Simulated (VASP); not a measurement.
# ZnS (Wurtzite-2H) (P6_3mc) in VASP: further runs

Runs on ZnS (Wurtzite-2H). Level: PBEsol. Tasks: single point.

Program: VASP 6.6.1. These are calculated values, not measurements. Logs are shortened: lines on timing, memory, paths and dates and some standing lists are left out, and cuts for length are marked.

**The experiment to reproduce.**

A printed reference work, monograph reports, for a bulk crystal of ZnS at 4 K: band gap 3.911 eV (direct).

How close the calculation comes is told below.

**1. The cell of the first run**

Symmetry: P6_3mc, No. 186, hexagonal system. The conventional cell has a = 3.811 Å, b = 3.811 Å, c = 6.109 Å, α = 90.00°, β = 90.00°, γ = 120.00°. Within 3.1 Å of Zn (site symmetry 3m) lie 4 S at 2.31 to 2.35 Å. S (site symmetry 3m) has 4 Zn at 2.31 to 2.35 Å within 3.1 Å.

**2. Single point, PBEsol**

File INCAR:

```
SYSTEM = ZnS
PREC     = Accurate       ! precision mode
ENCUT    = 520            ! plane-wave cutoff, eV
EDIFF    = 1E-7           ! SCF threshold, eV
ISMEAR   = -1             ! smearing method
SIGMA    = 0.05           ! smearing width, eV
LREAL    = .False.        ! projectors in reciprocal space
LASPH    = .True.         ! aspherical terms in the spheres
NELM     = 60             ! most SCF steps
ALGO     = Normal         ! electronic algorithm
ISIF     = 2              ! what is computed and relaxed
LWAVE    = .False.        ! write WAVECAR
LCHARG   = .False.        ! write CHGCAR
GGA      = PS             ! functional
NBANDS   = 26             ! bands
```

File KPOINTS:

```
Automatic mesh
0
Gamma
  7 7 4
  0 0 0
```

File POSCAR:

```
ZnS
1.0
    3.8110000000      0.0000000000      0.0000000000
   -1.9055000000      3.3004228138      0.0000000000
    0.0000000000      0.0000000000      6.1093200000
Zn S
2 2
Direct
    0.6666666667      0.3333333333      0.5000000000
    0.3333333333      0.6666666667      0.0000000000
    0.6666666667      0.3333333333      0.8850000000
    0.3333333333      0.6666666667      0.3850000000
```

Potentials or basis: VASP PAW PBE potentials, release 64 (Zn, S).

Launch:

```
> cat potpaw_PBE.64/Zn/POTCAR potpaw_PBE.64/S/POTCAR > POTCAR
> mpirun -np 1 vasp_std > vasp.out
```

OUTCAR:

```text
SYSTEM = ZnS
   PREC = Accurate
   ENCUT = 520
   EDIFF = 1E-7
   ISMEAR = -1
   LREAL = .False.
   LASPH = .True.
   NELM = 60
   ISIF = 2
   GGA = PS

 ion  position               nearest neighbor table
   1  0.667  0.333  0.500-   4 2.31   4 2.31   4 2.31   3 2.35
   2  0.333  0.667  0.000-   3 2.31   3 2.31   3 2.31   4 2.35
   3  0.667  0.333  0.885-   2 2.31   2 2.31   2 2.31   1 2.35
   4  0.333  0.667  0.385-   1 2.31   1 2.31   1 2.31   2 2.35

  LATTYP: Found a hexagonal cell.
 ALAT       =     3.8110000000
 C/A-ratio  =     1.6030753083

  Lattice vectors:

 A1 = (   3.8110000000,   0.0000000000,   0.0000000000)
 A2 = (  -1.9055000000,   3.3004228138,   0.0000000000)
 A3 = (   0.0000000000,   0.0000000000,   6.1093200000)

Analysis of symmetry for initial positions (statically):
=====================================================================
 Subroutine PRICEL returns:
 Original cell was already a primitive cell.

 Routine SETGRP: Setting up the symmetry group for a
 hexagonal supercell.

 Subroutine GETGRP returns: Found 12 space group operations
 (whereof  6 operations were pure point group operations)
 out of a pool of 24 trial point group operations.

The static configuration has the point symmetry C_3v.
 The point group associated with its full space group is C_6v.

Analysis of symmetry for dynamics (positions and initial velocities):
=====================================================================
 Subroutine PRICEL returns:
 Original cell was already a primitive cell.

 Routine SETGRP: Setting up the symmetry group for a
 hexagonal supercell.

 Subroutine GETGRP returns: Found 12 space group operations
 (whereof  6 operations were pure point group operations)
 out of a pool of 24 trial point group operations.

The dynamic configuration has the point symmetry C_3v.
 The point group associated with its full space group is C_6v.

 Subroutine INISYM returns: Found 12 space group operations
 (whereof  6 operations are pure point group operations),
 and found     1 'primitive' translations

----------------------------------------------------------------------------------------

                                     Primitive cell

  volume of cell :      76.8425

  direct lattice vectors                    reciprocal lattice vectors
     3.811000000  0.000000000  0.000000000     0.262398321  0.151495741  0.000000000
    -1.905500000  3.300422814  0.000000000     0.000000000  0.302991482  0.000000000
     0.000000000  0.000000000  6.109320000     0.000000000  0.000000000  0.163684338

  length of vectors
     3.811000000  3.811000000  6.109320000     0.302991482  0.302991482  0.163684338

  position of ions in fractional coordinates (direct lattice)
     0.666666667  0.333333333  0.500000000
     0.333333333  0.666666667  0.000000000
     0.666666667  0.333333333  0.885000000
     0.333333333  0.666666667  0.385000000

  ion indices of the primitive-cell ions
   primitive index   ion index
                 1           1
                 2           2
                 3           3
                 4           4

----------------------------------------------------------------------------------------

 KPOINTS: Automatic mesh

Automatic generation of k-mesh.
 Grid dimensions read from file:
 generate k-points for:    7    7    4

 Generating k-lattice:

  Cartesian coordinates                     Fractional coordinates (reciprocal lattice)
     0.037485474  0.021642249  0.000000000     0.142857143 -0.000000000  0.000000000
     0.000000000  0.043284497  0.000000000     0.000000000  0.142857143  0.000000000
     0.000000000  0.000000000  0.040921085     0.000000000  0.000000000  0.250000000

  Length of vectors
     0.043284497  0.043284497  0.040921085

  Shift w.r.t. Gamma in fractional coordinates (k-lattice)
     0.000000000  0.000000000  0.000000000

 Subroutine IBZKPT returns following result:
 ===========================================

 Found     24 irreducible k-points:

 Following reciprocal coordinates:
            Coordinates               Weight
  0.000000  0.000000  0.000000      1.000000
  0.142857 -0.000000  0.000000      6.000000
  0.285714 -0.000000  0.000000      6.000000
  0.428571 -0.000000  0.000000      6.000000
  0.142857  0.142857  0.000000      6.000000
  0.285714  0.142857  0.000000     12.000000
[... 16 lines left out ...]
  0.428571  0.142857  0.500000      6.000000
  0.285714  0.285714  0.500000      6.000000
   k-points           NKPTS =     24   k-points in BZ     NKDIM =     24   number of bands    NBANDS=     26
   number of dos      NEDOS =    301   number of ions     NIONS =      4
   total plane-waves  NPLWV =  37632
   dimension x,y,z NGX =    28 NGY =   28 NGZ =   48
   dimension x,y,z NGXF=    56 NGYF=   56 NGZF=   96
   ions per type =               2   2
   NGX,Y,Z   is equivalent  to a cutoff of  12.21, 12.21, 13.06 a.u.
   NGXF,Y,Z  is equivalent  to a cutoff of  24.43, 24.43, 26.12 a.u.
 SYSTEM =  ZnS
   PREC   = accura    normal or accurate (medium, high low for compatibility)
   ISTART =      0    job   : 0-new  1-cont  2-samecut
   ICHARG =      2    charge: 1-file 2-atom 10-const
   ISPIN  =      1    spin polarized calculation?
   LNONCOLLINEAR =      F non collinear calculations
   LSORBIT =      F    spin-orbit coupling
   LASPH  =      T    aspherical Exc in radial PAW
   ENCUT  =  520.0 eV  38.22 Ry    6.18 a.u.   7.09  7.09 11.36*2*pi/ulx,y,z
   NELM   =     60;   NELMIN=  2; NELMDL= -5     # of ELM steps
   EDIFF  = 0.1E-06   stopping-criterion for ELM
   LREAL  =      F    real-space projection
   EDIFFG = 0.1E-05   stopping-criterion for IOM
   NSW    =      0    number of steps for IOM
   IBRION =     -1    ionic relax: 0-MD 1-quasi-New 2-CG
   NFREE  =      0    steps in history (QN), initial steepest desc. (CG)
   ISIF   =      2    stress and relaxation
   ISYM   =      2    0-nonsym 1-usesym 2-fastsym
   POTIM  = 0.5000    time-step for ionic-motion
   TEBEG  =    0.0;   TEEND  =   0.0 temperature during run
   PSTRESS=    0.0 pullay stress
   NELECT =      36.0000    total number of electrons
   NUPDOWN=      -1.0000    fix difference up-down
   EMIN   =  10.00;   EMAX   =-10.00  energy-range for DOS
   EFERMI =   0.00;   METHOD = LEGACY
   ISMEAR =    -1;   SIGMA  =   0.05  broadening in eV -4-tet -1-fermi 0-gaus
   EFERMI_NEDOS =   21; number of points for ismear=-14 and -15
   IALGO  =     38    algorithm
   IMIX   =      4    mixing-type and parameters
     AMIX     =   0.40;   BMIX     =  1.00
     AMIX_MAG =   1.60;   BMIX_MAG =  1.00
  volume/ion in A,a.u.               =      19.21       129.64
  Fermi-wavevector in a.u.,A,eV,Ry     =   1.271477  2.402743 21.995912  1.616654
  Thomas-Fermi vector in A             =   2.404408
   LORBIT       =      0    0 simple, 1 ext, 2 COOP (PROOUT), +10 PAW based schemes
   GGA     = PS    functional components
   LHFCALC =     F    Hartree Fock is set to
   AEXX    =    0.0000 exact exchange contribution
   IVDW    =     0    specifies the selected vdW correction
   LEPSILON=     F    determine dielectric tensor
   LRPA    =     F    only Hartree local field effects (RPA)
 non-spin polarized calculation
  energy-cutoff  :      520.00
  volume of cell :       76.84
 maximum number of plane-waves:      2086
   NGX = 15   NGY = 15   NGZ = 23

 number of electron      35.9999976 magnetization

 Free energy of the ion-electron system (eV)
  ---------------------------------------------------
  ext. energy  EPLUGINS =         0.00000000
  ---------------------------------------------------
  free energy    TOTEN  =       -15.14880796 eV

  energy without entropy =      -15.14880796  energy(sigma->0) =      -15.14880796

 E-fermi :   3.3217     XC(G=0):  -9.9646

 val. band max:        2.3008132727   @ k =   0.0000   0.0000   0.0000
 cond. band min:       4.4760751485   @ k =   0.0000   0.0000   0.0000
 fundamental gap:      2.1752618758
 Fermi energy:         3.3217356059

 k-point     1 :       0.0000    0.0000    0.0000
  band No.  band energies     occupation
      1     -11.0876      2.00000
      2     -10.0561      2.00000
      3      -4.2105      2.00000
      4      -4.2105      2.00000
      5      -4.1522      2.00000
      6      -4.1402      2.00000
[... 18 lines left out ...]
     25       9.7985      0.00000
     26      11.6463      0.00000

 k-point     2 :       0.1429   -0.0000    0.0000
  band No.  band energies     occupation
      1     -10.9459      2.00000
      2      -9.9803      2.00000
      3      -4.2256      2.00000
      4      -4.1782      2.00000
      5      -4.1368      2.00000
      6      -4.1110      2.00000
[... 18 lines left out ...]
     25      10.4324      0.00000
     26      10.6625      0.00000

 k-point     3 :       0.2857   -0.0000    0.0000
  band No.  band energies     occupation
      1     -10.5788      2.00000
      2      -9.8222      2.00000
      3      -4.2295      2.00000
      4      -4.1143      2.00000
      5      -4.1083      2.00000
      6      -4.0073      2.00000
[... 18 lines left out ...]
     25      10.9286      0.00000
     26      11.3794      0.00000

 k-point     4 :       0.4286   -0.0000    0.0000
  band No.  band energies     occupation
      1     -10.1883      2.00000
      2      -9.7481      2.00000
      3      -4.1993      2.00000
      4      -4.0769      2.00000
      5      -4.0095      2.00000
      6      -3.9055      2.00000
[... 18 lines left out ...]
     25      11.2285      0.00000
     26      13.1162      0.00000
[... 496 lines left out ...]
      1     -10.0216      2.00000
      2     -10.0216      2.00000
      3      -4.1781      2.00000
      4      -4.1781      2.00000
      5      -4.0140      2.00000
      6      -4.0140      2.00000
[... 18 lines left out ...]
     25      10.8791      0.00000
     26      10.8791      0.00000

 k-point    23 :       0.4286    0.1429    0.5000
  band No.  band energies     occupation
      1      -9.8871      2.00000
      2      -9.8871      2.00000
      3      -4.1584      2.00000
      4      -4.1584      2.00000
      5      -3.9853      2.00000
      6      -3.9853      2.00000
[... 18 lines left out ...]
     25      11.8997      0.00000
     26      11.8997      0.00000

 k-point    24 :       0.2857    0.2857    0.5000
  band No.  band energies     occupation
      1      -9.8575      2.00000
      2      -9.8575      2.00000
      3      -4.0865      2.00000
      4      -4.0865      2.00000
      5      -3.9959      2.00000
      6      -3.9959      2.00000
[... 18 lines left out ...]
     25      11.1664      0.00000
     26      11.1664      0.00000

------------------------ aborting loop because EDIFF is reached ----------------------------------------

  FORCE on cell =-STRESS in cart. coord.  units (eV):
  Direction    XX          YY          ZZ          XY          YZ          ZX
  --------------------------------------------------------------------------------------
  -------------------------------------------------------------------------------------
  Total        0.0527439      0.0527439      0.3547856      0.0000000      0.0000000      0.0000000
  in kB        1.0997178      1.0997178      7.3973329      0.0000000      0.0000000      0.0000000
  external PRESSURE =       3.1989228 kB  Pullay stress =       0.0000000 kB

 VOLUME and BASIS-vectors are now :
 -----------------------------------------------------------------------------
  energy-cutoff  :      520.00
  volume of cell :       76.84
      direct lattice vectors                 reciprocal lattice vectors
     3.811000000  0.000000000  0.000000000     0.262398321  0.151495741  0.000000000
    -1.905500000  3.300422814  0.000000000     0.000000000  0.302991482  0.000000000
     0.000000000  0.000000000  6.109320000     0.000000000  0.000000000  0.163684338

 POSITION                                       TOTAL-FORCE (eV/Angst)
 -----------------------------------------------------------------------------------
      1.90550      1.10014      3.05466         0.000000     -0.000000      0.216549
     -0.00000      2.20028      0.00000        -0.000000      0.000000      0.216549
      1.90550      1.10014      5.40675        -0.000000     -0.000000     -0.216549
     -0.00000      2.20028      2.35209        -0.000000     -0.000000     -0.216549
 -----------------------------------------------------------------------------------
    total drift:                               -0.000000     -0.000000      0.000465

  FREE ENERGIE OF THE ION-ELECTRON SYSTEM (eV)
  ---------------------------------------------------
  free  energy   TOTEN  =       -15.1488079587 eV

  energy  without entropy=      -15.1488079587  energy(sigma->0) =      -15.14880796
```

It took 73 s on 1 thread of Intel Xeon 8259CL, shared host; peak memory 0.2 GiB.

Results:

- Free energy: -15.1488 eV
- Pressure: 0.3 GPa
- Largest force: 0.217 eV/Å
- Band gap on the k mesh: 2.18 eV, direct

Forces on the atoms (eV/Å):
```
Zn   0.000  0.000  0.217
Zn   0.000  0.000  0.217
S    0.000  0.000 -0.217
S    0.000  0.000 -0.217
```

Levels at points of the mesh, in eV from the valence-band top:
| k point | band 15 | band 16 | band 17 | band 18 | band 19 | band 20 | band 21 | band 22 |
| --- | --- | --- | --- | --- | --- | --- | --- | --- |
| (0.00, 0.00, 0.00) | -1.02 | -0.07 | -0.07 | 0.00 | 2.18 | 2.73 | 6.06 | 6.06 |
| (0.00, 0.00, 0.50) | -0.57 | -0.57 | -0.57 | -0.57 | 3.35 | 3.35 | 6.51 | 6.51 |

Caveat: the PAW data sets were made with another functional, which shifts forces and pressure a little.

(Continued in part 2 of 3.)
